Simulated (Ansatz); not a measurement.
# SiNi (rocksalt type): the cost of one run

Program: Ansatz 0.2.0. Level of theory: DFT, PBE, all-electron LAPW, scalar-relativistic. These are calculated values, not measurements.

**1. The structure to begin with**

The structure is cubic, space group Fm-3m (No. 225). The conventional cell has a = 4.507 Å, b = 4.507 Å, c = 4.507 Å, α = 90.00°, β = 90.00°, γ = 90.00°. Ni (site symmetry m-3m) has 6 Si at 2.25 Å as nearest neighbours. Around Si (site symmetry m-3m) lie 6 Ni at 2.25 Å.

Coordinates:

```cif
data_structure
_symmetry_space_group_name_H-M 'P 1'
_symmetry_Int_Tables_number 1
_cell_length_a 3.1870
_cell_length_b 3.1870
_cell_length_c 3.1870
_cell_angle_alpha 60.000
_cell_angle_beta 60.000
_cell_angle_gamma 60.000
_cell_volume 22.89
loop_
_atom_site_label
_atom_site_type_symbol
_atom_site_fract_x
_atom_site_fract_y
_atom_site_fract_z
_atom_site_occupancy
Ni1 Ni 0.00000 0.00000 0.00000 1
Si1 Si 0.50000 0.50000 0.50000 1
```

Atoms are numbered in the order of the input: Ni1, Si2.

**2. Rocksalt relaxed under pressure, LAPW**

Input file input.yaml:

```yaml
crystal:
  lattice:
    - [0.0, 2.2535574468, 2.2535574468]
    - [2.2535574468, 0.0, 2.2535574468]
    - [2.2535574468, 2.2535574468, 0.0]
  atoms:
    - { symbol: Ni, position: [0.0, 0.0, 0.0] }
    - { symbol: Si, position: [0.5, 0.5, 0.5] }
kpoints:
  mp_grid: { grid: [15, 15, 15] }
scf:
  occupations: { method: fermi_dirac, width: 0.1 }
hamiltonian:
  xc: pbe
  pseudopotentials: { kind: all_electron, lapw: { basis_error: 0.0005 } }
output:
  forces: true
  stress: true
  eigenvalues: true
relax:
  f_tol: 0.005
  max_steps: 12
  cell: { p_target: 30.0, stress_tol: 0.03 }
```

On the command line:

```bash
$ ansatz run input.yaml --threads 1 --pin off --max-ram 3584MiB --backend cpu --events-out ev --progress --plain --runs-dir out
```

What time and memory should one allow on 1 thread of Intel Xeon Platinum 8488C (Sapphire Rapids), shared host?

About 38 s, with a peak of 0.54 GiB.
